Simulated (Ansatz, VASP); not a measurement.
**Ru: VASP beside Ansatz**

INCAR

```
PREC = Accurate
ENCUT = 520
EDIFF = 1E-7
ISMEAR = -1
SIGMA = 0.05
LREAL = F
LASPH = T
NELM = 60
ALGO = Normal
ISIF = 2
LWAVE = F
LCHARG = F
GGA = PS
NBANDS = 21
```

Contents of KPOINTS:

```
regular mesh
0
Gamma
  11 11 6
```

The input POSCAR:

```
Ru
1.0
    2.7058000000      0.0000000000      0.0000000000
   -1.3529000000      2.3432915376      0.0000000000
    0.0000000000      0.0000000000      4.2819000000
Ru
2
Direct
    0.6666666667      0.3333333333      0.7500000000
    0.3333333333      0.6666666667      0.2500000000
```

The input input.yaml:

```yaml
crystal:
  lattice:
    - [2.7058, 0.0, 0.0]
    - [-1.3529, 2.3432915376, 0.0]
    - [0.0, 0.0, 4.2819]
  atoms:
    - { symbol: Ru, position: [0.6666666667, 0.3333333333, 0.75] }
    - { symbol: Ru, position: [0.3333333333, 0.6666666667, 0.25] }
hamiltonian:
  xc: pbesol
  pseudopotentials: { kind: paw }
kpoints:
  mp_grid: { grid: [11, 11, 6] }
scf:
  occupations: { method: fermi_dirac, width: 0.05 }
output:
  forces: true
  stress: true
  eigenvalues: true
```

Alike in both runs: task single point; functional PBEsol; k mesh 11 × 11 × 6; occupations fermi-dirac, width 0.05 eV; no spin polarisation.

```csv
,VASP,Ansatz
version,VASP 6.6.1,Ansatz 0.2.0
potentials or method,"VASP PAW PBE potentials, release 64 (Ru_pv)",Ansatz PAW
plane-wave cutoff (eV),520,420
valence electrons in the cell,28,32
```

Ansatz gave:

- gap on the k mesh at the Fermi level (eV): none
- pressure (GPa): -6.2
- largest component of the traceless stress (GPa): 0.35

Question: Estimate VASP's values.

Answer: gap on the k mesh at the Fermi level (eV): none; pressure (GPa): -6.3; largest component of the traceless stress (GPa): 0.34.

A gap of «none» marks a metal or a gap that the smearing closes. With one functional, cell and mesh, what is left measures potentials, basis and numerics. The two sets of potentials don't hold the same shells in valence.

Caveats: the PAW data sets were made with another functional, which shifts forces and pressure a little (VASP); the PAW data sets come from PBE, with cores solved anew for the run's functional, which leaves a small shift of forces and pressure (Ansatz).
